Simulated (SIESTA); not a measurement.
HfO2:

```
CELL_PARAMETERS angstrom
5.11800 0.00000 0.00000
0.00000 5.18570 0.00000
-0.85866 0.00000 5.21387
ATOMIC_POSITIONS crystal
Hf 0.27550 0.46030 0.70800
Hf 0.72450 0.96030 0.79200
Hf 0.72450 0.53970 0.29200
Hf 0.27550 0.03970 0.20800
O 0.07420 0.16840 0.84670
O 0.92580 0.66840 0.65330
O 0.92580 0.83160 0.15330
O 0.07420 0.33160 0.34670
O 0.44870 0.74190 0.98010
O 0.55130 0.24190 0.51990
O 0.55130 0.25810 0.01990
O 0.44870 0.75810 0.48010
```

Base run:

| Property | Result |
| --- | --- |
| Program | SIESTA 5.4.2 |
| Functional | PBE |
| Potentials or basis | PseudoDojo 0.4 standard (PBE files) |
| Basis | DZP (energy shift 0.003 Ry; two zetas on semicore shells) |
| Grid cutoff | 800 Ry |
| Energy shift | 0.003 Ry |
| k mesh | 5 × 5 × 5 |
| Occupations | fermi-dirac, width 0.05 eV |
| Spin | no spin polarisation |

Its results: band gap on the k mesh 4.00 eV, indirect (least direct gap 4.07 eV); pressure 8.7 GPa; largest force 0.517 eV/Å.

**Question.** The run is repeated on the same cell with these changes: basis from DZP (energy shift 0.003 Ry; two zetas on semicore shells) to TZDP (energy shift 0.003 Ry; two zetas on semicore shells). What comes out?

**Answer.** Band gap on the k mesh 4.09 eV, indirect (least direct gap 4.17 eV); pressure 6.6 GPa; largest force 0.517 eV/Å.

Caveats: short orbitals over semicore shells can move pressures by several GPa; spin-orbit coupling is left out, which moves the levels of the heavy elements; the basis of atomic orbitals isn't converged, which shifts pressures, moduli and gaps; an odd mesh through Γ misses points on the zone boundary, where band edges often lie (some runs).
